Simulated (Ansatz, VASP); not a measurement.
## Pb7F16 (V_Pb) in two plane-wave programs

Aim: how closely do two programs agree when they are given the same cell, functional and k mesh? The cell is taken from a series of runs on this material, whose earlier steps may have relaxed, scaled, displaced or heated it; both programs get it as it stands.

Calculated with Ansatz 0.2.0; plane waves, with VASP 6.6.1 beside it; HSE06.

**1. Set-up**

The cell holds 23 atoms: 7 Pb and 16 F. Cell: a = 8.485 Å, b = 8.485 Å, c = 8.485 Å, α = 60.0°, β = 60.0°, γ = 60.0°. It derives from PbF2 (PbF2 (Fm-3m)). Nearest the centre at fractional (0.500, 0.500, 0.500): F23 at 2.74 Å, F10 at 2.83 Å, F8 at 2.85 Å, F16 at 3.00 Å, F15 at 3.00 Å, F21 at 3.01 Å, F19 at 3.01 Å, F12 at 3.09 Å.

Coordinates:

```cif
data_structure
_symmetry_space_group_name_H-M 'P 1'
_symmetry_Int_Tables_number 1
_cell_length_a 8.4849
_cell_length_b 8.4849
_cell_length_c 8.4849
_cell_angle_alpha 60.000
_cell_angle_beta 60.000
_cell_angle_gamma 60.000
_cell_volume 431.94
loop_
_atom_site_label
_atom_site_type_symbol
_atom_site_fract_x
_atom_site_fract_y
_atom_site_fract_z
_atom_site_occupancy
Pb1 Pb 0.99828 0.99640 0.99464 1
Pb2 Pb 0.01231 0.01553 0.46105 1
Pb3 Pb 0.99050 0.51008 0.98420 1
Pb4 Pb 0.99729 0.49792 0.48697 1
Pb5 Pb 0.50651 0.99421 0.98684 1
Pb6 Pb 0.50793 0.99898 0.48735 1
Pb7 Pb 0.49995 0.49934 0.97253 1
F8 F 0.32620 0.32645 0.44431 1
F9 F 0.10740 0.10411 0.15224 1
F10 F 0.36080 0.34914 0.90787 1
F11 F 0.05558 0.07967 0.65131 1
F12 F 0.32573 0.94562 0.36254 1
F13 F 0.14765 0.63527 0.12265 1
F14 F 0.36717 0.92671 0.83833 1
F15 F 0.07759 0.72014 0.63723 1
F16 F 0.93164 0.33066 0.35604 1
F17 F 0.63958 0.14799 0.12469 1
F18 F 0.92861 0.36701 0.83644 1
F19 F 0.71407 0.07327 0.63450 1
F20 F 0.89486 0.88740 0.38245 1
F21 F 0.63672 0.62626 0.06668 1
F22 F 0.83602 0.83769 0.98913 1
F23 F 0.63211 0.63254 0.63086 1
```

**2. Ansatz: single point, HSE06**

Ansatz runs on its default PAW (the set named soft_2) files.

With cell and atoms fixed, the geometry can't cause a difference; cores, projectors, grids and the points listed under the comparison can.

Input file input.yaml:

```yaml
crystal:
  checkpoint: "../q0.relax_smeared.run"
  host: checkpoint
basis:
  ecutwfc: 420
  xc_grid: 2
hamiltonian:
  xc: hse06
kpoints:
  mp_grid: { grid: [1, 1, 1] }
scf:
  occupations: { method: fermi_dirac, width: 0.01 }
  max_iter: 80
output:
  forces: true
  charged_corrections:
    epsilon: 3.35
    static_epsilon: 55.24
    defect_position: [0.5, 0.5, 0.5]
  eigenvalues: true
  eigenstates: { localisation: true }
  populations: true
checkpoint:
  read: "../q0.relax_smeared.run"
  write: "../q0.hyb.run"
  compress: false
  write_wavefunctions: false
  write_every: 100000
```

Started as:

```bash
ansatz run input.yaml --threads 4 --pin off --max-ram 9420MiB --backend cpu --events-out ev --progress --plain --runs-dir out
```

Numbers of over 12 decimals in the logs are rounded to 6 here.

What it wrote:

```text
Warning: checkpoint.read: hamiltonian.xc differs: saved pbe, current hse06; the SCF iterates under this deck's functional from the saved state
crystal.checkpoint: the structure is that of <dir>, a `relax` run, at its step 30: its result, under pbe at a charge of 0 e; 23 atoms read, 0 with a starting moment; this deck's functional is hse06; crystal.structure_sha256 for this input is
exact exchange: scf.exx.singularity resolves to wigner_seitz, which cuts the screened interaction at the faces of the exchange supercell's Wigner-Seitz cell, so that each pair interacts once, at the shortest of its separations (the periodic images that this leaves out come, for a point-like exchange hole, to about 0.065 eV on a filled level). The cut falls within the interaction's reach, and what an exchange supercel [...]
Engine: ansatz 0.2.0, aarch64-unknown-linux-gnu
Pseudopotentials: kind: paw
Pseudopotential: Pb, paw, valence charge 14, recommended cutoff 420 eV (normal), Pb.paw.azcp
Pseudopotential: F, paw, valence charge 7, recommended cutoff 420 eV (normal), F.paw.azcp
Functional definition: HSE06
  parameter a = 0.25
  parameter omega = 0.11/bohr
  exchange = pbe_x - a*pbe_x_sr(omega) + a*exact_x_sr(omega)
  correlation = pbe_c
Crystal: 23 atoms, lattice volume = 431.937 Å³
Basis set: ecut = 420 eV, 8393 PW (Γ), exchange–correlation on 120×120×120 points (8 copies of the dense FFT grid, shifted against one another)
Bands: 128, of which v1, the nominal top of the filled ones, is band 105 counted from 1 (104 counted from 0)
Symmetry: 1 space group operations
Space group: P1 (ITA 1), of the structure as read, at distance tolerance 7.6e-5 Å
k-points: 1
Non-local potential: Pb, projectors of the file, l = 0: 2, l = 1: 2, l = 2: 2, l = 3: 2
Non-local potential: F, projectors of the file, l = 0: 2, l = 1: 2, l = 2: 1
PAW form: soft (Blöchl's): semilocal exchange-correlation on the pseudo side does not see the compensation charge
PAW frozen core: Pb, regenerated for the run's functional, and the local potential with it (the file was generated under x = pbe(κ = 0.804, μ = 0.219515), c = pbe(β = 0.066725))
PAW frozen core: F, regenerated for the run's functional, and the local potential with it (the file was generated under x = pbe(κ = 0.804, μ = 0.219515), c = pbe(β = 0.066725))
PAW one-centre angular grid: Pb, 590 points (default); XC on 64 Gauss nodes
PAW one-centre angular grid: F, 110 points (default); XC on 64 Gauss nodes
Initial density: read from a saved state, or passed on in memory by an earlier SCF of this step, an earlier step, the calling program or the single point that the run made first
Initial wavefunctions: pseudopotential atomic-orbital guess
Functional: x = pbe(κ = 0.804, μ = 0.219515), c = pbe(β = 0.066725), warm-up for x = pbe(κ = 0.804, μ = 0.219515) + 0.25 (exact − pbe) at short range (hse, ω = 0.207870 Å⁻¹), c = pbe(β = 0.066725); HSE06 as pw.x's `hse` composes it (authors' and Libxc's form: `xc: wpbeh`)
iter 1 solved again at ethr=2.89e-6 eV; its pass at ethr=1.00e-1 eV (dr2=6.07e-3 eV) is discarded
SCF iter   1: F=—  HF=-96285.751575 eV  |F-HF|=—  |Δ(HF+E_count)|=         —  Δρ=6.16e-4  dr2=9.55e-4  ethr=2.89e-6  ⟨swp⟩=18.0  Hψ=1190  notcnv=0  reapply=1
preconditioner: auto → none  [insulator: Δε(μ)=1.530 eV  Ē_g=16.238 eV  σ=0.010 eV  W_gap=1.00  n_scr=112 (ndim 8)  ℏωp=25.9 eV  f_vac=0.203  D(μ)=0.00/eV (n_scr^D=0)]
SCF iter   2: F=-96285.751082 eV  HF=-96285.751181 eV  |F-HF|=9.86e-5  |Δ(HF+E_count)|=   3.94e-4  Δρ=2.24e-4  dr2=1.13e-4  ethr=4.55e-7  ⟨swp⟩=3.0  Hψ=319  notcnv=0
SCF 1 stopped early in 2 iterations: F = -96285.751082 eV  dr2 = 1.13e-4
  greatest PAW one-centre occupation: 0.988 electrons in one spin orbital (limit 2), on the Pb atom at site 3 (counted from 0), in its partial waves of l = 2
Initial density: handed on by an earlier stage of this run
Initial wavefunctions: those handed on with the density
Functional: x = pbe(κ = 0.804, μ = 0.219515) + 0.25 (exact − pbe) at short range (hse, ω = 0.207870 Å⁻¹), c = pbe(β = 0.066725); HSE06 as pw.x's `hse` composes it (authors' and Libxc's form: `xc: wpbeh`)
Exchange kernel: α = 0.2500, screened, ω = 0.2079 Å⁻¹, Wigner–Seitz truncation, v(0) = 755.0502 eV·Å³, q-mesh 1×1×1, nearest image of the exchange supercell L = 8.48 Å, pair-density grid 36×36×36, without the augmentation charges, whose exchange is taken in its separable form (sized by the pseudopotential files, 48×48×48 at the most)
Frozen-core exchange: fock
SCF iter   1: F=—  HF=-96306.473260 eV  |F-HF|=—  |Δ(HF+E_count)|=         —  Δρ=1.11e-2  dr2=5.95e-1  ethr=5.38e-7  ⟨swp⟩=19.0  Hψ=684  notcnv=0
preconditioner: auto → none  [insulator: Δε(μ)=2.857 eV  Ē_g=18.765 eV  σ=0.010 eV  W_gap=1.00  n_scr=112 (ndim 8)  ℏωp=25.9 eV  f_vac=0.203  D(μ)=0.00/eV (n_scr^D=0)]
SCF iter   2: F=—  HF=-96306.316614 eV  |F-HF|=—  |Δ(HF+E_count)|=   1.57e-1  Δρ=7.82e-3  dr2=1.04e-1  ethr=5.38e-7  ⟨swp⟩=6.0  Hψ=580  notcnv=0  defer=1
SCF iter   3: F=—  HF=-96306.363029 eV  |F-HF|=—  |Δ(HF+E_count)|=   4.64e-2  Δρ=2.89e-3  dr2=2.34e-2  ethr=5.38e-7  ⟨swp⟩=6.0  Hψ=500  notcnv=0
SCF iter   4: F=—  HF=-96306.355195 eV  |F-HF|=—  |Δ(HF+E_count)|=   7.83e-3  Δρ=1.06e-3  dr2=3.88e-3  ethr=5.38e-7  ⟨swp⟩=4.0  Hψ=390  notcnv=0
SCF iter   5: F=—  HF=-96306.359370 eV  |F-HF|=—  |Δ(HF+E_count)|=   4.18e-3  Δρ=8.40e-4  dr2=2.33e-3  ethr=5.38e-7  ⟨swp⟩=6.0  Hψ=375  notcnv=0
iter 6 solved again at ethr=3.26e-8 eV; its pass at ethr=5.38e-7 eV (dr2=6.84e-5 eV) is discarded
SCF iter   6: F=—  HF=-96306.358711 eV  |F-HF|=—  |Δ(HF+E_count)|=   6.59e-4  Δρ=1.46e-4  dr2=7.01e-5  ethr=3.26e-8  ⟨swp⟩=2.0  Hψ=573  notcnv=0
SCF iter   7: F=-96306.358691 eV  HF=-96306.358694 eV  |F-HF|=3.23e-6  |Δ(HF+E_count)|=   1.71e-5  Δρ=4.81e-5  dr2=6.32e-6  ethr=3.26e-8  ⟨swp⟩=3.0  Hψ=279  notcnv=0
SCF 2 stopped early in 7 iterations: F = -96306.358691 eV  dr2 = 6.32e-6
  Residual-converged pass: ⟨swp⟩=4.0  Hψ=392  notcnv=0  max |occ|·‖R‖ = 4.9e-6 eV (tolerance 6.7e-6 eV)  dr2=6.63e-6  dr2_onsite=1.11e-6  max |Δocc| = 0.0e0
hybrid outer 1: dexx = +8.514e-2 eV, tail = 1.43e-4 eV
Exchange kernel: α = 0.2500, screened, ω = 0.2079 Å⁻¹, Wigner–Seitz truncation, v(0) = 755.0502 eV·Å³, q-mesh 1×1×1, nearest image of the exchange supercell L = 8.48 Å, pair-density grid 36×36×36, without the augmentation charges, whose exchange is taken in its separable form (sized by the pseudopotential files, 48×48×48 at the most)
Frozen-core exchange: fock
SCF iter   1: F=—  HF=-96306.358019 eV  |F-HF|=—  |Δ(HF+E_count)|=         —  Δρ=6.18e-5  dr2=1.01e-5  ethr=3.42e-7  ⟨swp⟩=10.0  Hψ=323  notcnv=0
preconditioner: auto → none  [insulator: Δε(μ)=2.734 eV  Ē_g=18.669 eV  σ=0.010 eV  W_gap=1.00  n_scr=112 (ndim 8)  ℏωp=25.9 eV  f_vac=0.211  D(μ)=0.00/eV (n_scr^D=0)]
SCF iter   2: F=—  HF=-96306.358017 eV  |F-HF|=—  |Δ(HF+E_count)|=   1.84e-6  Δρ=2.07e-5  dr2=4.91e-7  ethr=4.48e-9  ⟨swp⟩=4.0  Hψ=331  notcnv=0
SCF iter   3: F=—  HF=-96306.358019 eV  |F-HF|=—  |Δ(HF+E_count)|=   1.61e-6  Δρ=1.10e-5  dr2=2.29e-7  ethr=1.69e-10  ⟨swp⟩=7.0  Hψ=426  notcnv=0  defer=1
SCF iter   4: F=—  HF=-96306.358019 eV  |F-HF|=—  |Δ(HF+E_count)|=   1.16e-8  Δρ=3.18e-6  dr2=1.18e-8  ethr=1.06e-10  ⟨swp⟩=3.0  Hψ=260  notcnv=0
SCF iter   5: F=-96306.358019 eV  HF=-96306.358019 eV  |F-HF|=3.16e-9  |Δ(HF+E_count)|=   6.08e-9  Δρ=1.34e-6  dr2=6.34e-9  ethr=4.68e-12  ⟨swp⟩=5.0  Hψ=312  notcnv=0
SCF 3 converged in 5 iterations: F = -96306.358019 eV  dr2 = 6.34e-9
  Residual-converged pass: ⟨swp⟩=3.0  Hψ=237  notcnv=0  max |occ|·‖R‖ = 1.4e-6 eV (tolerance 1.5e-6 eV)  dr2=6.36e-9  dr2_onsite=3.11e-10  max |Δocc| = 0.0e0
hybrid outer 2: dexx = +1.694e-6 eV, tail = 3.89e-8 eV, Δε = 3.33e-3 eV (about 6.14e-5 eV left of the loop's levels), ΔF = 6.78e-3 eV/Å (tail 5.73e-4)
hybrid SCF converged: 2 outer / 12 inner (+2 warm-up), last move |dexx| = 1.69e-6 eV, tail = 3.89e-8 eV
Stability not checked: this state was not tested for a lower state beside it, because the functional holds exact exchange (a hybrid, or Hartree-Fock), whose exchange loop this test does not read (fock_operator; see scf.lower_state_search)
Free energy (F): -96306.358019 eV
Frozen-core exchange: fock
Harris-Foulkes:  -96306.358019 eV  (|F-HF|=3.16e-9)
Internal energy: -96306.358019 eV  (E = F + TS)
E sigma→0 (E₀):  -96306.358019 eV
Fermi energy:    4.049079 eV
--- Per-component energies (eV) ---
  E_band       = -1689.112580
  E_kinetic    = 5328.439151
  E_local      = -19989.435031  (includes V_loc(G=0)·N_el)
  E_nonlocal   = 3610.637358
  E_hartree    = 7882.077150
  E_xc         = -2249.272371
  E_vxc        = -2034.844401  (∫ρ·V_xc dr)
  E_exx        = -643.831967  (= α·E_x^exact, valence–valence)
  E_paw        = -75997.697768  (= ΣΔE_a)
  E_vpaw       = -3080.433396  (= ΣTr[D̂ρ^β])
  E_aug_tail   = 0.032955  (compensation charges beyond the density's cutoff)
  E_ewald      = -14249.140709
  E_core_change = 1.833216  (= ΣΔE_core)
  E_smearing   = -0.000000  (= −TS)
  E_closure    = -0.000004  (closes the sum)
  Σ components = -96306.358019   (vs F -96306.358019, Δ=0.00e0)
--- Forces (eV/Å), atoms counted from 1 ---
  atom   1  Pb    -0.04234794    -0.04936195    -0.06191972
  atom   2  F     -0.07005824    -0.06886137    -0.15450533
  atom   3  F      0.35589109     0.35348367    -0.30251521
  atom   4  Pb     0.03013044     0.03596190     0.03353196
  atom   5  F      0.04056175     0.09227480    -0.01855267
  atom   6  F     -0.35406211    -0.32821604    -0.17062433
  atom   7  Pb     0.05095832    -0.09342566    -0.01744026
  atom   8  F      0.28655055    -0.32944674    -0.32777622
  atom   9  F      0.01566687     0.00230931     0.00066024
  atom  10  Pb    -0.02281736     0.09465935     0.00614663
  atom  11  F     -0.02050802    -0.01700982     0.03042606
  atom  12  F      0.27222625    -0.45485218     0.38042056
  atom  13  Pb    -0.05159837     0.00810895     0.02281861
  atom  14  F     -0.33084075     0.31407185    -0.32088279
  atom  15  F     -0.00246564     0.01921980     0.00057299
  atom  16  Pb     0.08816297    -0.02954401     0.00476389
  atom  17  F     -0.01603180    -0.02530822     0.02998603
  atom  18  F     -0.41368704     0.26709467     0.38039874
  atom  19  Pb    -0.02420428    -0.02552996    -0.00674695
  atom  20  F      0.23978327     0.22137574     0.30417362
  atom  21  F     -0.07119819    -0.03468168     0.09385891
  atom  22  F     -0.02114648    -0.01810998     0.04952775
  atom  23  F      0.06092142     0.06566012     0.04356272
  max |Σ_I F_I| component: 1.27e-4 eV/Å
--- Band table (eV) ---
  k-point 0: bands = [... 101 lower, 2.3685, 2.3794, 2.5444, 2.6823, 5.4158, 8.3369, 8.4781, 8.7356, ... 19 higher]
--- Löwdin populations: 23 sites ---
  site symbol       q [e]
     0     Pb     12.7229
     1      F      7.6061
     2      F      7.5220
     3     Pb     12.0061
     4      F      7.6167
     5      F      7.5399
     6     Pb     12.6884
     7      F      7.5357
     8      F      7.5993
     9     Pb     12.6849
    10      F      7.6003
    11      F      7.5234
    12     Pb     12.6853
    13      F      7.5316
    14      F      7.5979
    15     Pb     12.6852
    16      F      7.5997
    17      F      7.5261
    18     Pb     12.7055
    19      F      7.5504
    20      F      7.6154
    21      F      7.5786
    22      F      7.6033
  spilling = 0.003216 (of n_electrons = 210.000000)
```

[end of part 1 of 2]

[Lines on the potential files, build, host, timing and source positions are cut from VASP's logs without a mark.]

[Logs are printed without paths, hosts, clocks, repeated set-up lines and the standing remarks that a program may print on its own settings, such as how far it seeks lower states.]

[Hosts, paths, dates, database ids (printed as entryN), source tags and the programs' standing remarks are cut or masked in the printed files.]
